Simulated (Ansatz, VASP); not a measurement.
## Ti: VASP beside Ansatz

```
Ti
1.0
    -1.67318    1.67318    1.67318
     1.67318   -1.67318    1.67318
     1.67318    1.67318   -1.67318
Ti
1
Direct
  0.00000 0.00000 0.00000
```

Change from the starting cell: volume scaled by 1.06.

Alike in both runs: task single point; functional LDA; k mesh 11 × 11 × 11; occupations fermi-dirac, width 0.05 eV; no spin polarisation.

|  | VASP | Ansatz |
| --- | --- | --- |
| version | VASP 6.6.1 | Ansatz 0.2.0 |
| potentials or method | VASP PAW LDA potentials, release 64 (Ti_sv), cutoff 520 eV | all-electron LAPW, scalar-relativistic |

```csv
,VASP,Ansatz,Ansatz less VASP
gap on the k mesh at the Fermi level (eV),none,none,-
pressure (GPa),-15.1,-15.1,-0.01
```

A gap of «none» marks a metal or a gap that the smearing closes. Ansatz ran all-electron here, so the differences hold the error of VASP's frozen core and of both bases.

Caveats: so large a pressure means that the cell lies far from this level's equilibrium, or that cutoff or potentials fall short (VASP).
